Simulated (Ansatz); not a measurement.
The system is Pt.

```xyz
2
Lattice="2.7607 0.0000 0.0000 -1.3803 2.3908 0.0000 0.0000 0.0000 4.7921" Properties=species:S:1:pos:R:3 pbc="T T T"
Pt    0.0000    1.5939    1.1980
Pt    1.3803    0.7969    3.5941
```

This isn't the form of Pt at room conditions, which is fcc.

Base run:

- Program: Ansatz 0.2.0
- Functional: PBEsol
- Potentials or basis: Ansatz PAW
- Cutoff: 420 eV (not typed: the program's choice for these potentials)
- k mesh: 11 × 11 × 6
- Occupations: fermi-dirac, width 0.05 eV
- Spin: no spin polarisation

Its results: band gap on the k mesh none (metal or under the smearing width); pressure -10.6 GPa.

Problem. The run is repeated on the same cell with these changes: spin from no spin polarisation to spin-orbit coupling, no magnetisation; potential files from those of the base run to others of the same set. What comes out?

Solution. Band gap on the k mesh none (metal or under the smearing width); pressure -10.2 GPa.

Caveats: the PAW data sets come from PBE, with cores solved anew for the run's functional, which leaves a small shift of forces and pressure; spin-orbit coupling is left out, which moves the levels of the heavy elements (some runs).
